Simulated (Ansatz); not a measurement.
# Bi2Se3 (Paraguanajuatite) (R-3m) in Ansatz: single point with PBE0

Aim: the single point of Bi2Se3 (Paraguanajuatite) with PBE0.

Program: Ansatz 0.2.0. These are calculated values, not measurements. Logs are shortened: lines on timing, memory, paths and dates and some standing lists are left out, and cuts for length are marked.

## 1. The crystal as given

Symmetry: R-3m, No. 166, trigonal system. The conventional cell has a = 4.143 Å, b = 4.143 Å, c = 28.636 Å, α = 90.00°, β = 90.00°, γ = 120.00°. Bi (site symmetry 3m) is surrounded by 6 Se at 2.85 to 3.07 Å. Around Se (site symmetry 3m) lie 3 Bi at 2.85 Å. Around Se (site symmetry -3m) lie 6 Bi at 3.07 Å.

## 2. Single point, PBE0

Input file input.yaml:

```yaml
crystal:
  lattice:
    - [2.0715, 1.1959810826, 9.5453333333]
    - [-2.0715, 1.1959810826, 9.5453333333]
    - [0.0, -2.3919621653, 9.5453333333]
  atoms:
    - { symbol: Bi, position: [0.5992, 0.5992, 0.5992] }
    - { symbol: Bi, position: [0.4008, 0.4008, 0.4008] }
    - { symbol: Se, position: [0.7883, 0.7883, 0.7883] }
    - { symbol: Se, position: [0.2117, 0.2117, 0.2117] }
    - { symbol: Se, position: [0.0, 0.0, 0.0] }
hamiltonian:
  xc: pbe0
  pseudopotentials: { kind: paw }
kpoints:
  mp_grid: { grid: [4, 4, 4] }
scf:
  occupations: { method: fermi_dirac, width: 0.05 }
output:
  forces: true
  stress: true
  eigenvalues: true
  write_density: true
  write_potential: true
  elf: true
  volumetric_format: npy
```

Potentials or basis: Ansatz PAW.

Command:

```sh
$ ansatz run input.yaml --threads 2 --pin off --max-ram 5632MiB --backend cpu --events-out ev --progress --plain --runs-dir out
```

Log:

```text
Warning: output.stress: scf.convergence.dr2_threshold = 1e-7 eV (the SCF's general default) is looser than the 5e-10 eV advised for a printed stress (1e-10 eV for each atom of the cell: 5). What an SCF threshold leaves in a stress goes as its square root, and in the free energy as the threshold itself, and one threshold admits the most on a small cell: of the crystals measured, under no hybrid functional and no lock of the moments, on runs that ended without the residual-converged pass, on stresses that held no estimate of that error, the worst erred by over 100 MPa in a component at 1e-7 eV an atom and by under 5 at 1e-10. Set scf.convergence.dr2_threshold to 5e-10 eV or tighter. The threshold is an SCF's pass mark: one that does not reach it within its budget of iterations ends unconverged, or closes short of it on a stop that the run arms, and scf.convergence.dr2_threshold's page says what that costs each kind of run
Warning: output.stress: scf.exx.energy_threshold = 1e-6 eV is looser than the 5e-8 eV advised for a stress under a hybrid functional (1e-8 eV for each atom of the cell: 5). Every SCF of the exchange loop can meet its threshold on dr2 while the loop round them stops early: no threshold on dr2 bounds what that leaves in the stress. Set scf.exx.energy_threshold to 5e-8 eV or tighter. The threshold is the loop's pass mark: a loop that does not reach it within its budget of cycles ends unconverged, and scf.exx.energy_threshold's page has the law
Warning: RAYON_NUM_THREADS=2 ignored (pool sized by the plan → 2); use --threads N
basis.fft_grid_basis auto: the FFT boxes are laid along the combinations [[1, -1, 0], [0, 1, 0], [0, -1, 1]] of the cell's own vectors, 4.143, 9.840 and 4.143 Å long. The dense box has 30×72×30 points. Along the cell's own vectors, as sized, it would have 72×72×72, 5.76 times as many. Of the 12 symmetry operations that the crystal satisfies within crystal.symmetry.tolerance (time reversal apart; of a slab, those that keep its plane) the dense box along the cell's own vectors carries 12, and the one as laid loses 8 of those. basis.fft_grid_basis: typed keeps the cell's own vectors: state it where this run's energies or levels are differenced outside the engine with another run's, or held beside a run that keeps those vectors. Those combinations have planes normal to reciprocal vector 3, as the cell's own vectors have. Each planar average written beside output.write_density, output.write_potential has a row for each plane of the box: 30. The volumetric files lie along those combinations, not along the cell's own vectors: a cube or XSF file states them, and fields.json those of NumPy files.
Engine: ansatz 0.2.0, x86_64-unknown-linux-gnu
Pseudopotentials: kind: paw
Pseudopotential: Bi, paw, valence charge 15, recommended cutoff 420 eV (normal), Bi.paw.azcp
Pseudopotential: Se, paw, valence charge 16, recommended cutoff 420 eV (normal), Se.paw.azcp
Functional definition: PBE0
  parameter a = 0.25
  parameter kappa = 0.804
  parameter beta = 0.06672455060314922
  exchange = (1 - a)*pbe_x(kappa = kappa, mu = beta*pi^2/3) + a*exact_x
  correlation = pbe_c(beta = beta)
Crystal: 5 atoms, lattice volume = 141.890 Å³
Basis set: ecut = 420 eV, 2743 PW (Γ), FFT grids on a1−a2, a2, −a2+a3, exchange–correlation on 60×144×60 points (8 copies of the dense FFT grid, shifted against one another)
Bands: 47, of which v1, the nominal top of the filled ones, is band 39 counted from 1 (38 counted from 0)
Symmetry: 12 space group operations
Space group: R-3m (ITA 166), of the structure as read, at distance tolerance 5.2e-5 Å
k-points: 13 of 64
Non-local potential: Bi, projectors of the file, l = 0: 2, l = 1: 2, l = 2: 2, l = 3: 2
[... 64 lines left out ...]
Fermi energy:    9.090325 eV
--- Per-component energies (eV) ---
  E_band       = -1569.932960
  E_kinetic    = 952.111229
  E_local      = -10356.495556  (includes V_loc(G=0)·N_el)
  E_nonlocal   = -660.462124
  E_hartree    = 4612.236962
  E_xc         = -474.553720
  E_vxc        = -450.520655  (∫ρ·V_xc dr)
  E_exx        = -306.437089  (= α·E_x^exact, valence–valence)
  E_paw        = -26896.639438  (= ΣΔE_a)
  E_vpaw       = 333.837025  (= ΣTr[D̂ρ^β])
  E_aug_tail   = -0.002648  (compensation charges beyond the density's cutoff)
  E_ewald      = -8074.376580
  E_core_change = -2.908483  (= ΣΔE_core)
  E_smearing   = -0.000000  (= −TS)
  E_closure    = 0.000000  (closes the sum)
  Σ components = -41207.527447   (vs F -41207.527447, Δ=0.00e0)
--- Forces (eV/Å), atoms counted from 1 ---
  atom   1  Bi     0.00000000     0.00000000    -0.01997204
  atom   2  Bi     0.00000000    -0.00000000     0.01997204
  atom   3  Se     0.00000000     0.00000000    -0.23639709
  atom   4  Se     0.00000000    -0.00000000     0.23639709
  atom   5  Se     0.00000000    -0.00000000    -0.00000000
  max |Σ_I F_I| component: 1.16e-18 eV/Å
--- Stress (GPa, compression-positive) ---
        0.446734       0.000000       0.000000
        0.000000       0.446734      -0.000000
        0.000000      -0.000000       0.629303
  P = ⅓ Tr σ = 0.5076 GPa (5.076 kbar)
--- Band table (eV; the first three rows and the last of 13) ---
  k-point 0: bands = ["-42.9293", "-42.9293", "-42.9291", "-42.9291", "-42.9203", "-42.9203", "-42.9198", "-42.9198", "-42.9150", "-42.9148", "-42.7452", "-42.7357", "-42.7357", "-42.6973", "-42.6973", "-16.8701", "-16.8701", "-16.8671", "-16.8671", "-16.8449", "-16.8424", "-16.8377", "-16.8377", "-16.8347", "-16.8347", "-7.5647", "-6.7427", "-5.8199", "-1.9743", "-1.0643", "6.0074", "6.0922", "6.2328", "6.2328", "6.2600", "6.2600", "6.9917", "6.9917", "8.4957", "9.6851", "10.9068", "10.9068", "11.7595", "12.4116", "12.4116", "15.6042", "16.8400"]
  k-point 1: bands = ["-42.9293", "-42.9293", "-42.9291", "-42.9290", "-42.9203", "-42.9203", "-42.9198", "-42.9197", "-42.9149", "-42.9147", "-42.7452", "-42.7357", "-42.7356", "-42.6972", "-42.6972", "-16.8822", "-16.8776", "-16.8616", "-16.8588", "-16.8447", "-16.8408", "-16.8353", "-16.8340", "-16.8319", "-16.8312", "-6.9508", "-6.2447", "-5.4843", "-2.4477", "-1.7602", "3.7380", "4.2920", "4.8122", "5.1299", "5.7227", "6.4388", "6.9470", "7.1125", "7.8705", "10.7372", "11.5572", "11.7839", "12.4556", "12.8932", "13.9121", "14.2973", "16.0311"]
  k-point 2: bands = ["-42.9293", "-42.9292", "-42.9291", "-42.9289", "-42.9204", "-42.9203", "-42.9198", "-42.9196", "-42.9148", "-42.9147", "-42.7452", "-42.7357", "-42.7356", "-42.6972", "-42.6971", "-16.8957", "-16.8892", "-16.8590", "-16.8542", "-16.8498", "-16.8456", "-16.8259", "-16.8251", "-16.8236", "-16.8223", "-5.6558", "-5.5088", "-5.4715", "-3.3044", "-2.8636", "2.2423", "4.4344", "4.5332", "4.6213", "4.9713", "5.0315", "5.9735", "6.9573", "7.8339", "10.3519", "11.4907", "12.6713", "12.8759", "13.7261", "14.0406", "14.1089", "16.0237"]
  k-point 12: bands = ["-42.9293", "-42.9293", "-42.9291", "-42.9291", "-42.9203", "-42.9203", "-42.9198", "-42.9198", "-42.9150", "-42.9148", "-42.7452", "-42.7357", "-42.7357", "-42.6973", "-42.6973", "-16.8700", "-16.8700", "-16.8672", "-16.8672", "-16.8447", "-16.8426", "-16.8377", "-16.8377", "-16.8346", "-16.8346", "-7.3810", "-7.1308", "-5.4875", "-2.4855", "-0.6039", "5.3260", "6.1010", "6.1010", "6.5392", "6.5392", "6.8046", "6.8046", "6.9119", "8.0033", "10.0883", "11.2449", "11.2449", "11.6484", "12.0176", "12.0176", "15.5524", "16.4911"]
```

rho_z.tsv:

```text
# z_ang	rho[e/angstrom^3]
# format = ansatz-planar-average/11
# lattice	2.071500000	1.195981083	9.545333333
# lattice	-2.071500000	1.195981083	9.545333333
# lattice	0.000000000	-2.391962165	9.545333333
# sites	5
# site	83	0.000000000	-0.000000000	17.158691200
# site	83	0.000000000	-0.000000000	11.477308800
# site	34	0.000000000	-0.000000000	22.573758800
# site	34	0.000000000	-0.000000000	6.062241200
# site	34	0.000000000	0.000000000	0.000000000
0.000000	6.412828e-1
0.328016	6.033482e-1
0.656031	5.256622e-1
0.984047	4.798742e-1
1.312063	5.078114e-1
1.640079	5.912791e-1
[... 22 lines left out ...]
9.184440	5.256622e-1
9.512455	6.033482e-1
```

Wall time 2.9 min (2 threads of Intel Xeon at 2.70GHz, shared host); peak memory 2.7 GiB.

Results:

| Item | Value |
| --- | --- |
| Free energy | -41207.5274 eV |
| Pressure | 0.5 GPa |
| Largest force | 0.236 eV/Å |
| Band gap on the k mesh | 1.19 eV, direct |

Forces in eV/Å, atoms in the order of the input:
```
Bi   0.000  0.000 -0.020
Bi   0.000  0.000  0.020
Se   0.000  0.000 -0.236
Se   0.000  0.000  0.236
Se   0.000  0.000  0.000
```

Levels at points of the mesh, in eV from the valence-band top:
```csv
k point,band 37,band 38,band 39,band 40,band 41,band 42
"(0.00, 0.00, 0.00)",-1.50,-1.50,0.00,1.19,2.41,2.41
"(0.00, 0.00, -0.50)",-2.52,-1.54,-0.66,1.86,3.00,4.18
"(0.00, -0.50, -0.50)",-2.17,-1.99,-1.18,2.38,3.04,3.73
"(-0.50, -0.50, -0.50)",-1.69,-1.58,-0.49,1.59,2.75,2.75
```

Caveat: the k mesh is coarse (spacing up to 0.44 Å⁻¹), so the values aren't converged, least of all with exact exchange; spin-orbit coupling is left out, which as a rule narrows the gap of such compounds by several tenths of an eV; the PAW data sets come from PBE, with cores solved anew for the run's functional, which leaves a small shift of forces and pressure; the thresholds are loose for stress. A k mesh can miss the band edges.
